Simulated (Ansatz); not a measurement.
**NaI(001) slab, 2 layers: relaxing the cell for a phonon run**

Aim: bring NaI(001) slab, 2 layers to small forces and stress, as phonons need.

Calculated with Ansatz 0.2.0; DFT PBE, scalar-relativistic, plane waves, PAW.

## (1) Set-up

The cell holds 4 atoms: 2 I and 2 Na. Cell: a = 4.575 Å, b = 4.575 Å, c = 16.235 Å, α = 90.0°, β = 90.0°, γ = 90.0°. Vacuum lies along c.

## (2) A coarse first look

First a cheap look: the gap decides the mesh and the occupations, the pressure tells how far the cell has to move.

The program solves this slab on a cell height of its own, 30.3 Å, in place of the one typed.

The input, input.yaml:

```yaml
crystal:
  lattice:
    - [3.235, 3.235, 0.0]
    - [-3.235, 3.235, 0.0]
    - [0.0, 0.0, 16.235]
  atoms:
    - { symbol: I, position: [0.5, 0.5, 0.40037] }
    - { symbol: I, position: [0.0, 0.0, 0.59963] }
    - { symbol: Na, position: [0.0, 0.0, 0.40037] }
    - { symbol: Na, position: [0.5, 0.5, 0.59963] }
  periodic: [true, true, false]
kpoints:
  mp_grid: { grid: [4, 4, 1] }
hamiltonian:
  xc: pbe
scf:
  occupations: { method: gaussian, width: 0.1 }
output:
  forces: true
  stress: true
  eigenvalues: true
```

Started as:

```bash
$ ansatz run input.yaml --threads 8 --pin off --max-ram 14336MiB --backend cpu --events-out ev --progress --plain --runs-dir out
```

Numbers of over 12 decimals in the logs are rounded to 6 here.

What it wrote:

```text
[...]
k-point 1: bands = [... 22 lower, -6.3254, -6.0259, -5.8677, -5.7523, -1.0900 (-1.0900°), -0.8398 (-0.8399°), 0.1867 (0.1800°), 0.3603 (0.3362°), ... 2 higher]
  k-point 2: bands = [... 22 lower, -6.1001, -6.1001, -5.8324, -5.8324, -0.3100, -0.3100, 0.4173, 0.4173, ... 2 higher]
  k-point 5: bands = [... 22 lower, -6.6501, -6.6501, -6.1401, -6.1401, -0.9253, -0.9253, 0.6299, 0.6299, ... 2 higher]
  ° read free of the cell's end (the report's vacuum.weakly_bound_levels)
[key lines of the parts left out:]
SCF converged after 7 iterations
Free energy (F): -18003.510014 eV
Fermi energy:    -3.879745 eV
P = ½ c Tr σ = -0.3734 N/m
```

Elapsed: 2 s, on 8 threads of Arm Neoverse V1, shared host; peak memory 1 GiB.

A gap read on the k-mesh alone can miss the band edges.

This step gave:

```yaml
gap_on_the_k_mesh: 3.741 eV
direct_gap_on_mesh: 3.745 eV
area_per_atom: 5.233 Å²
```

The coarse mesh shows a gap of 3.74 eV.

## (3) Relaxation

Harmonic phonons are second derivatives at a point where the forces vanish, and they are wanted at zero stress, so atoms and cell are relaxed first.

The program solves this slab on a cell height of its own, 30.3 Å, in place of the one typed.

input.yaml, the sections that differ from step 2:

```yaml
scf:
  occupations: { method: gaussian, width: 0.02 }
output:
  forces: true
  stress: true
  eigenvalues: true
  write_density: true
  write_potential: true
  elf: true
  volumetric_format: npy
relax:
  adjacent_minimum: "off"
  f_tol: 0.005
  max_steps: 80
  cell: { stress_2d_tol: 0.02 }
# crystal, kpoints, hamiltonian: as in step 2
```

What it wrote:

```text
[...]
Crystal: 4 atoms, lattice volume = 633.564 Å³
Basis set: ecut = 420 eV, 12429 PW (Γ), exchange–correlation on 64×64×432 points (8 copies of the dense FFT grid, shifted against one another)
Bands: 32, of which v1, the nominal top of the filled ones, is band 26 counted from 1 (25 counted from 0)
Symmetry: 16 space group operations
[...]
k-points: 6 of 16
[...]
SCF iter   1: F=—  HF=-18003.508301 eV  |F-HF|=—  |Δ(HF+E_count)|=         —  Δρ=3.20e-4  dr2=1.07e-3  ethr=1.77e-3  ⟨swp⟩=14.5  Hψ=1261  notcnv=0
[...]
SCF iter   9: F=-18003.510014 eV  HF=-18003.510014 eV  |F-HF|=2.18e-11  |Δ(HF+E_count)|=  9.75e-10  Δρ=1.71e-8  dr2=5.55e-12  ethr=1.00e-12  ⟨swp⟩=6.8  Hψ=915  notcnv=0
SCF 1 converged in 9 iterations: F = -18003.510014 eV  dr2 = 5.55e-12
[...]
relax step   1: F+E_penalty+E_count = -18003.51001374 eV  Δ(F+E_penalty+E_count) = +0.000e0 eV  max|allowed force component| = 1.614e-1 eV/Å  Δτ_max = 0.0000 Å  P = -0.373 N/m  Ω = 633.564 Å³  fix = [c, alpha, beta]  reactions: c +0.000 N/m  (9 SCF iters, dr2 threshold 1.00e-7 eV, accepted)
Crystal: 4 atoms, lattice volume = 629.007 Å³
Basis set: ecut = 420 eV, 12293 PW (Γ), exchange–correlation on 64×64×432 points (8 copies of the dense FFT grid, shifted against one another)
[...]
iter 1 solved again at ethr=6.53e-5 eV; its pass at ethr=3.10e-3 eV (dr2=3.40e-2 eV) is discarded
[...]
SCF iter   8: F=-18003.559864 eV  HF=-18003.559864 eV  |F-HF|=2.06e-9  |Δ(HF+E_count)|=   9.68e-9  Δρ=1.23e-7  dr2=9.06e-11  ethr=1.66e-12  ⟨swp⟩=7.2  Hψ=1066  notcnv=0
SCF 2 converged in 8 iterations: F = -18003.559864 eV  dr2 = 9.06e-11
relax step   2: F+E_penalty+E_count = -18003.55986360 eV  Δ(F+E_penalty+E_count) = -4.985e-2 eV  max|allowed force component| = 6.744e-2 eV/Å  Δτ_max = 0.1246 Å  P = -0.340 N/m  Ω = 629.007 Å³  energy of the carried Pulay correction = +6.445e-5 eV  fix = [c, alpha, beta]  reactions: c +0.000 N/m  (8 SCF iters, dr2 threshold 4.00e-7 eV, accepted)
Crystal: 4 atoms, lattice volume = 623.476 Å³
Basis set: ecut = 420 eV, 12197 PW (Γ), exchange–correlation on 64×64×432 points (8 copies of the dense FFT grid, shifted against one another)
[...]
SCF iter   7: F=-18003.567777 eV  HF=-18003.567777 eV  |F-HF|=3.77e-9  |Δ(HF+E_count)|=   2.59e-9  Δρ=1.52e-7  dr2=1.73e-10  ethr=7.97e-12  ⟨swp⟩=6.7  Hψ=1122  notcnv=0
SCF 3 converged in 7 iterations: F = -18003.567777 eV  dr2 = 1.73e-10
relax step   3: F+E_penalty+E_count = -18003.56777720 eV  Δ(F+E_penalty+E_count) = -7.914e-3 eV  max|allowed force component| = 2.649e-2 eV/Å  Δτ_max = 0.0595 Å  P = -0.241 N/m  Ω = 623.476 Å³  energy of the carried Pulay correction = +1.433e-4 eV  fix = [c, alpha, beta]  reactions: c +0.000 N/m  (7 SCF iters, dr2 threshold 2.84e-7 eV, accepted)
[...]
relax step   4: F+E_penalty+E_count = -18003.57060437 eV  Δ(F+E_penalty+E_count) = -2.827e-3 eV  max|allowed force component| = 9.758e-3 eV/Å  Δτ_max = 0.0134 Å  P = -0.007 N/m  Ω = 614.945 Å³  energy of the carried Pulay correction = +2.663e-4 eV  fix = [c, alpha, beta]  reactions: c +0.000 N/m  (5 SCF iters, dr2 threshold 8.31e-8 eV, accepted)
[...]
relax step   5: F+E_penalty+E_count = -18003.57077552 eV  Δ(F+E_penalty+E_count) = -1.711e-4 eV  max|allowed force component| = 3.296e-4 eV/Å  Δτ_max = 0.0100 Å  P = -0.001 N/m  Ω = 614.212 Å³  energy of the carried Pulay correction = +2.769e-4 eV  fix = [c, alpha, beta]  reactions: c +0.000 N/m  (7 SCF iters, dr2 threshold 5.95e-9 eV, accepted)
[...]
SCF iter   1: F=—  HF=-18003.570485 eV  |F-HF|=—  |Δ(HF+E_count)|=         —  Δρ=9.72e-6  dr2=2.13e-7  ethr=5.04e-6  ⟨swp⟩=4.3  Hψ=1741  notcnv=0
eigensolver tolerance schedule: the retry pair's looser diagonalisation over-reported the residual by 12323.93 of it (diagonalisation noise at an unbounded share of the residual, at the tolerance the schedule requests for it); recorded, not acted on — ethr = c·dr2/N_el stays at c = 1.0e-1
[...]
SCF iter   2: F=—  HF=-18003.570463 eV  |F-HF|=—  |Δ(HF+E_count)|=   2.20e-5  Δρ=5.34e-6  dr2=1.97e-7  ethr=4.09e-10  ⟨swp⟩=5.2  Hψ=530  notcnv=0
[...]
SCF iter   7: F=-18003.570463 eV  HF=-18003.570463 eV  |F-HF|=1.82e-11  |Δ(HF+E_count)|=  2.55e-11  Δρ=1.39e-8  dr2=2.36e-12  ethr=1.00e-12  ⟨swp⟩=10.7  Hψ=1016  notcnv=0
SCF 6 converged in 7 iterations: F = -18003.570463 eV  dr2 = 2.36e-12
relax step   6: F+E_penalty+E_count = -18003.57046288 eV  Δ(F+E_penalty+E_count) = +3.126e-4 eV  max|allowed force component| = 3.382e-4 eV/Å  Δτ_max = 0.0000 Å  P = +0.000 N/m  Ω = 614.212 Å³  fix = [c, alpha, beta]  reactions: c +0.000 N/m  stress off target by 3.97e-4 N/m on what of the cell is left free  SCF on the basis re-selected at this cell (its energy is not comparable with the rows above)  (7 SCF iters)
basis re-selected at this cell: Δ(F+E_penalty+E_count) = +3.126e-4 eV, ΔP = +0.001 N/m vs the last step (what re-selecting the basis moved, of the pressure what is left beyond the Pulay correction that the steps carried, after the strain that the cell walked since its last selection, with what the two solves' SCF thresholds leave and, on support functions, any second-order correction that the steps lacked; it is no m [...]
SCF converged after 7 iterations
Free energy (F): -18003.570463 eV
[...]
Internal energy: -18003.570463 eV  (E = F + TS)
E sigma→0 (E₀):  -18003.570463 eV
Fermi energy:    -4.225697 eV
[...]
--- Forces (eV/Å), atoms counted from 1 ---
  atom   1  I     -0.00000000     0.00000000     0.00033816
  atom   2  I     -0.00000000    -0.00000000    -0.00033816
  atom   3  Na    -0.00000000    -0.00000000    -0.00010605
  atom   4  Na    -0.00000000     0.00000000     0.00010605
  max |Σ_I F_I| component: 1.21e-27 eV/Å
--- 2D stress c σ (N/m, compression-positive) ---
        0.000397       0.000000       0.000000
       -0.000000       0.000397       0.000000
        0.000000       0.000000       0.000000
  P = ½ c Tr σ = 0.0004 N/m
--- Band table (eV; the first three rows and the last of 6) ---
  k-point 0: bands = [... 22 lower, -6.4811, -6.4811, -6.2095, -6.2095, -2.2662, -1.4715 (-1.4714°), -0.3759 (-0.3823°), -0.1070 (-0.1368°), ... 2 higher]
  k-point 1: bands = [... 22 lower, -6.8299, -6.3940, -6.3839, -6.1854, -1.3187 (-1.3187°), -0.9506 (-0.9507°), 0.0299 (0.0268°), 0.1992 (0.1897°), ... 2 higher]
  k-point 2: bands = [... 22 lower, -6.6178, -6.6178, -6.2214, -6.2214, -0.6312, -0.6312, 0.3887, 0.3887, ... 2 higher]
  k-point 5: bands = [... 22 lower, -7.1992, -7.1992, -6.5718, -6.5718, -1.2878, -1.2878, 0.0360, 0.0360, ... 2 higher]
  ° read free of the cell's end (the report's vacuum.weakly_bound_levels)
--- Relaxed structure (5 steps of the walk, 5 accepted, 1 SCFs on fresh bases) ---
  F+E_penalty+E_count = -18003.57046288 eV   max|allowed force component| = 3.382e-4 eV/Å   (the final SCF, on the basis selected at the relaxed cell)
  cell:  # Å, volume = 614.2118 Å³
    - [3.185210, 3.185210, 0.0]
    - [-3.185210, 3.185210, 0.0]
    - [0.0, 0.0, 30.2699722]
  atoms:
    - { symbol: I, position: [0.500000, 0.500000, 0.209610] }
    - { symbol: I, position: [0, 0, 0.326730] }
    - { symbol: Na, position: [0, 0, 0.221300] }
    - { symbol: Na, position: [0.500000, 0.500000, 0.315040] }
```

Elapsed: 12 s, on 8 threads; peak memory 1 GiB; 88 s of CPU time.

Relaxation path:

```
step  energy less that of the first step (eV)  largest force component (eV/Å)  volume (Å³)
   1                                   0.0000                          0.1614       633.56
   2                                  -0.0498                          0.0674       629.01
   3                                  -0.0578                          0.0265       623.48
   4                                  -0.0606                          0.0098       614.95
   5                                  -0.0608                          0.0003       614.21
  6*                                  -0.0604                          0.0003       614.21
```

Relaxation steps marked * repeat the geometry before them on a plane-wave basis chosen anew for their cell, so energy and pressure can jump there.

Forces are held to the 16 operations that the run works with; a distortion that breaks them can't arise in this run.

```
cell as run  before  after  change
      a (Å)   4.575  4.505  -1.5 %
      b (Å)   4.575  4.505  -1.5 %
```

The atoms that moved most (Å, along periodic axes as changes of fractional coordinates times the final cell, across vacuum about the mean position):

```
atom     dx     dy      dz  length
 Na4  0.000  0.000  -0.199   0.199
 Na3  0.000  0.000   0.199   0.199
  I2  0.000  0.000   0.155   0.155
  I1  0.000  0.000  -0.155   0.155
```

The relaxed structure:

```xyz
4
Lattice="3.1852 3.1852 0.0000 -3.1852 3.1852 0.0000 0.0000 0.0000 30.2700" Properties=species:S:1:pos:R:3
I     0.0000    3.1852    6.3449
I     0.0000    0.0000    9.8901
Na    0.0000    0.0000    6.6987
Na    0.0000    3.1852    9.5363
```

Numbers from this step:

```yaml
gap_on_the_k_mesh: 3.919 eV
direct_gap_on_mesh: 3.943 eV
area_per_atom: 5.073 Å²
```

Electrostatic potential energy in the ac plane at fractional y = 0.000, with atoms of I and Na within 0.2 Å of it. With pseudopotentials it is smooth inside the atoms' cores, unlike the true potential.

Ten even steps from '_' (-16 eV) to '@' (0 eV), each cell a mean:
```
@@@@@@@@@@@@@@@@@@@@@@@@@@@@
@@@@@@@@@@@@@@@@@@@@@@@@@@@@
@@@@@@@@@@@@@@@@@@@@@@@@@@@@
@@@@@@@@@@@@@@@@@@@@@@@@@@@@
@@@@@@@@@@@@@@@@@@@@@@@@@@@@
@@@@@@@@@@@@@@@@@@@@@@@@@@@@
@@@@@@@@@@@@@@@@@@@@@@@@@@@@
@@@@@@@@@@@@@@@@@@@@@@@@@@@@
@@@@@@@@@@@@@@@@@@@@@@@@@@@@
@@@@@@@@@@@@@@@@@@@@@@@@@@@@
@@@@@@@@@@@@@@@@@@@@@@@@@@@@
@@@@@@@@@@@@@@@@@@@@@@@@@@@@
@@@@@@@@@@@@@@@@@@@@@@@@@@@@
@@@@@@@@@@@@@@@@@@@@@@@@@@@@
@@@@@@@@@@@@@@@@@@@@@@@@@@@@
==--::++%%@@@@@@@@@@##--::--
==--..==##@@@@@@@@%%**::..==
**####%%@@@@@@@@@@@@@@%%##**
____::**%%%%@@@@@@%%##==..__
++++##%%%%@@@@@@@@@@%%##**++
@@@@@@@@@@@@@@@@@@@@@@@@@@@@
@@@@@@@@@@@@@@@@@@@@@@@@@@@@
@@@@@@@@@@@@@@@@@@@@@@@@@@@@
@@@@@@@@@@@@@@@@@@@@@@@@@@@@
```
Columns run along a (4.5 Å; values clipped at the 3rd and 97th percentile), rows up along c (30.3 Å). Atoms in or near the plane, at fractional coordinates: I at (0.00, 0.33), Na at (0.00, 0.22).

Valence density in the ac plane at fractional y = 0.000, with atoms of I and Na within 0.2 Å of it. It is the smooth field of the valence electrons, not physical close to the nuclei.

Ten steps, logarithmic in the rise over the least value, from '_' (0 e/Å³) to '@' (11 e/Å³), each cell a mean:
```
____________________________
____________________________
____________________________
____________________________
____________________________
____________________________
____________________________
____________________________
____________________________
____________________________
____________________________
____________________________
____________________________
____________________________
____________________________
%%##==--..________..::--++##
@@%%++--::..______..::==**%%
::....________________......
@@%%==..______________..**@@
--::____________________..--
____________________________
____________________________
____________________________
____________________________
```
Columns run along a (4.5 Å), rows up along c (30.3 Å). Atoms in or near the plane, at fractional coordinates: I at (0.00, 0.33), Na at (0.00, 0.22).

ELF in the ac plane at fractional y = 0.000, with atoms of I and Na within 0.2 Å of it. It is the smooth field of the valence electrons, not physical close to the nuclei.

Ten even steps from '0' (0.00) to '9' (0.74), each cell a mean:
```
00000000000000
00000000000000
00000000000000
00000000000000
00000000000000
00000000000000
00000000000000
00000000000000
00000000000000
00000000000000
00000000000000
00000000000000
00000000000000
00000000000000
76643100013566
77999510279987
66899610379975
55432000012445
57500000000166
22000000000012
00000000000000
00000000000000
00000000000000
00000000000000
```
Columns run along a (4.5 Å), rows up along c (30.3 Å). Atoms in or near the plane, at fractional coordinates: I at (0.00, 0.33), Na at (0.00, 0.22).

## (4) Relaxing to small forces for the phonons

Phonons need a cell at rest on their own settings, so the relaxation is repeated with tight tolerances on forces and stress on the k mesh and occupations of the first response run.

input.yaml, the sections that differ from step 3:

```yaml
crystal:
  lattice:
    - [3.1852101154, 3.1852101154, 0.0]
    - [-3.1852101154, 3.1852101154, 0.0]
    - [0.0, 0.0, 30.2699722]
  atoms:
    - { symbol: I, position: [0.5, 0.5, 0.2096104864] }
    - { symbol: I, position: [0.0, 0.0, 0.3267296164] }
    - { symbol: Na, position: [0.0, 0.0, 0.2212997027] }
    - { symbol: Na, position: [0.5, 0.5, 0.3150404001] }
  periodic: [true, true, false]
scf:
  occupations: { method: fixed }
relax:
  adjacent_minimum: "off"
  f_tol: 0.001
  max_steps: 60
  cell: { stress_2d_tol: 0.002 }
# kpoints, hamiltonian, output: as in step 3
```

What it wrote:

```text
[...]
Crystal: 4 atoms, lattice volume = 614.212 Å³
Basis set: ecut = 420 eV, 12029 PW (Γ), exchange–correlation on 64×64×432 points (8 copies of the dense FFT grid, shifted against one another)
Bands: 32, of which v1, the nominal top of the filled ones, is band 26 counted from 1 (25 counted from 0)
[... 1 set-up line as in the run before ...]
[...]
k-points: 6 of 16
[...]
--- Relaxed structure (1 steps of the walk, 1 accepted, 1 SCFs on fresh bases) ---
[...]
cell:  # Å, volume = 614.2118 Å³
    - [3.1852101154, 3.1852101154, 0.0]
    - [-3.1852101154, 3.1852101154, 0.0]
    - [0.0, 0.0, 30.2699722]
  atoms:
    - { symbol: I, position: [0.5, 0.5, 0.209610] }
    - { symbol: I, position: [0.0, 0.0, 0.326730] }
    - { symbol: Na, position: [0.0, 0.0, 0.2212997027] }
    - { symbol: Na, position: [0.5, 0.5, 0.3150404001] }
[key lines of the parts left out:]
SCF converged after 11 iterations
Free energy (F): -18003.570463 eV
Fermi energy:    -6.185374 eV
P = ½ c Tr σ = 0.0004 N/m
```

The job ended after 4.8 s (8 threads; peak memory 1 GiB; 34 s of CPU time).

Little changed from the start: no atom moved by 0.005 Å and no cell edge by 0.1 %.

Valence density in the ac plane at fractional y = 0.000, with atoms of I and Na within 0.2 Å of it. It is the smooth field of the valence electrons, not physical close to the nuclei.

Ten steps, logarithmic in the rise over the least value, from '0' (0 e/Å³) to '9' (11 e/Å³), each cell a mean:
```
00000000000000
00000000000000
00000000000000
00000000000000
00000000000000
00000000000000
00000000000000
00000000000000
00000000000000
00000000000000
00000000000000
00000000000000
00000000000000
00000000000000
00000000000000
87431000012357
98532100012468
21100000000111
98410000000169
32000000000013
00000000000000
00000000000000
00000000000000
00000000000000
```
Columns run along a (4.5 Å), rows up along c (30.3 Å). Atoms in or near the plane, at fractional coordinates: I at (0.00, 0.33), Na at (0.00, 0.22).

Electrostatic potential energy in the ac plane at fractional y = 0.000, with atoms of I and Na within 0.2 Å of it. With pseudopotentials it is smooth inside the atoms' cores, unlike the true potential.

Ten even steps from '0' (-16 eV) to '9' (0 eV), each cell a mean:
```
99999999999999
99999999999999
99999999999999
99999999999999
99999999999999
99999999999999
99999999999999
99999999999999
99999999999999
99999999999999
99999999999999
99999999999999
99999999999999
99999999999999
99999999999999
43258999997323
43147999986214
67789999999876
00268899987410
55788999998765
99999999999999
99999999999999
99999999999999
99999999999999
```
Columns run along a (4.5 Å; values clipped at the 3rd and 97th percentile), rows up along c (30.3 Å). Atoms in or near the plane, at fractional coordinates: I at (0.00, 0.33), Na at (0.00, 0.22).

ELF in the ac plane at fractional y = 0.000, with atoms of I and Na within 0.2 Å of it. It is the smooth field of the valence electrons, not physical close to the nuclei.

Values, 24 rows by 14 columns, each cell a mean:
```
0.00 0.00 0.00 0.00 0.00 0.00 0.00 0.00 0.00 0.00 0.00 0.00 0.00 0.00
0.00 0.00 0.00 0.00 0.00 0.00 0.00 0.00 0.00 0.00 0.00 0.00 0.00 0.00
0.00 0.00 0.00 0.00 0.00 0.00 0.00 0.00 0.00 0.00 0.00 0.00 0.00 0.00
0.00 0.00 0.00 0.00 0.00 0.00 0.00 0.00 0.00 0.00 0.00 0.00 0.00 0.00
0.00 0.00 0.00 0.00 0.00 0.00 0.00 0.00 0.00 0.00 0.00 0.00 0.00 0.00
0.00 0.00 0.00 0.00 0.00 0.00 0.00 0.00 0.00 0.00 0.00 0.00 0.00 0.00
0.00 0.00 0.00 0.00 0.00 0.00 0.00 0.00 0.00 0.00 0.00 0.00 0.00 0.00
0.00 0.00 0.00 0.00 0.00 0.00 0.00 0.00 0.00 0.00 0.00 0.00 0.00 0.00
0.00 0.00 0.00 0.00 0.00 0.00 0.00 0.00 0.00 0.00 0.00 0.00 0.00 0.00
0.00 0.00 0.00 0.00 0.00 0.00 0.00 0.00 0.00 0.00 0.00 0.00 0.00 0.00
0.00 0.00 0.00 0.00 0.00 0.00 0.00 0.00 0.00 0.00 0.00 0.00 0.00 0.00
0.00 0.00 0.00 0.00 0.00 0.00 0.00 0.00 0.00 0.00 0.00 0.00 0.00 0.00
0.00 0.00 0.00 0.00 0.00 0.00 0.00 0.00 0.00 0.00 0.00 0.00 0.00 0.00
0.05 0.05 0.04 0.02 0.01 0.00 0.00 0.00 0.00 0.01 0.02 0.03 0.04 0.05
0.52 0.50 0.46 0.36 0.23 0.08 0.01 0.01 0.03 0.14 0.29 0.41 0.48 0.51
0.53 0.58 0.68 0.74 0.69 0.43 0.10 0.04 0.20 0.56 0.73 0.72 0.64 0.54
0.47 0.48 0.63 0.72 0.70 0.46 0.12 0.05 0.22 0.58 0.73 0.69 0.57 0.44
0.40 0.38 0.35 0.28 0.17 0.06 0.02 0.02 0.03 0.10 0.21 0.32 0.37 0.39
0.43 0.53 0.38 0.04 0.02 0.03 0.04 0.04 0.04 0.03 0.01 0.14 0.49 0.51
0.20 0.15 0.05 0.01 0.02 0.03 0.03 0.03 0.03 0.02 0.02 0.02 0.09 0.18
0.00 0.00 0.00 0.00 0.00 0.00 0.01 0.01 0.01 0.00 0.00 0.00 0.00 0.00
0.00 0.00 0.00 0.00 0.00 0.00 0.00 0.00 0.00 0.00 0.00 0.00 0.00 0.00
0.00 0.00 0.00 0.00 0.00 0.00 0.00 0.00 0.00 0.00 0.00 0.00 0.00 0.00
0.00 0.00 0.00 0.00 0.00 0.00 0.00 0.00 0.00 0.00 0.00 0.00 0.00 0.00
```
Columns run along a (4.5 Å), rows up along c (30.3 Å). Atoms in or near the plane, at fractional coordinates: I at (0.00, 0.33), Na at (0.00, 0.22).

The largest force component left is 0.34 meV/Å, within the tolerances set.

## (5) Results

| Item | Value |
| --- | --- |
| space group after relaxation (within 0.01 Å) | P4/nmm |
| lattice constant a | 4.505 Å |
| lattice constant b | 4.505 Å |
| area per atom | 5.07 Å² |
| gap on the k-mesh | 3.92 eV |

The largest force component left is 0.34 meV/Å, within the tolerances set. The relaxation keeps the symmetry of its start, so it says nothing on stability against lower symmetry. Spin-orbit coupling is left out, which can matter for the heavy elements here. The starting cell was built on a prototype and not taken from a measurement.

[Logs are printed without paths, hosts, clocks, repeated set-up lines and the standing remarks that a program may print on its own settings, such as how far it seeks lower states.]

[Hosts, paths, dates, database ids (printed as entryN), source tags and the programs' standing remarks are cut or masked in the printed files.]
